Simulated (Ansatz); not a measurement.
# HfO2: the cost of one run

Computed with Ansatz 0.2.0 (DFT PBEsol, scalar-relativistic, plane waves, PAW, unless a step's input says otherwise).

1 further run of the same task is left out (set aside as unsound or not needed).

## (1) The structure to begin with

It takes space group P4_2/mnm (No. 136, tetragonal). Conventional cell: a = 4.472 Å, b = 4.472 Å, c = 3.154 Å, α = 90.00°, β = 90.00°, γ = 90.00°. Ir (site symmetry mmm) has 6 O at 1.95 to 1.99 Å as nearest neighbours. Around O (site symmetry m2m) lie 3 Ir at 1.95 to 1.99 Å.

As a file:

```
Ir O
1.0
     4.47155    0.00000    0.00000
     0.00000    4.47155    0.00000
     0.00000    0.00000    3.15354
Ir O
2 4
Direct
  0.50000 0.50000 0.50000
  0.00000 0.00000 0.00000
  0.69122 0.69122 0.00000
  0.80878 0.19122 0.50000
  0.30878 0.30878 0.00000
  0.19122 0.80878 0.50000
```

It goes back to an entry of the Materials Project.

This cell was relaxed beforehand with the same method: volume 10.51 Å³/atom, gap on the mesh none (metal).

## (2) Ir → Hf: the starting cell

HfO2 starts from the relaxed positions of IrO2, with all lengths scaled by 1.077, a guess from tabulated radii.

## (3) Probe: one point at the start (HfO2)

Input file input.yaml:

```yaml
crystal:
  lattice:
    - [4.8177610896, 0.0, 0.0]
    - [0.0, 4.8177610896, 0.0]
    - [0.0, 0.0, 3.3977093763]
  atoms:
    - { symbol: Hf, position: [0.5, 0.5, 0.5] }
    - { symbol: Hf, position: [0.0, 0.0, 0.0] }
    - { symbol: O, position: [0.691217978, 0.691217978, 0.0] }
    - { symbol: O, position: [0.808782022, 0.191217978, 0.5] }
    - { symbol: O, position: [0.308782022, 0.308782022, 0.0] }
    - { symbol: O, position: [0.191217978, 0.808782022, 0.5] }
basis:
  ecutwfc: 420
kpoints:
  mp_grid: { grid: [4, 4, 6] }
hamiltonian:
  xc: pbesol
scf:
  occupations: { method: gaussian, width: 0.1 }
output:
  forces: true
  stress: true
  eigenvalues: true
```

What time and memory should one allow on 1 thread of an x86-64 CPU, shared host?

About 5.2 s, with a peak of 0.46 GiB.
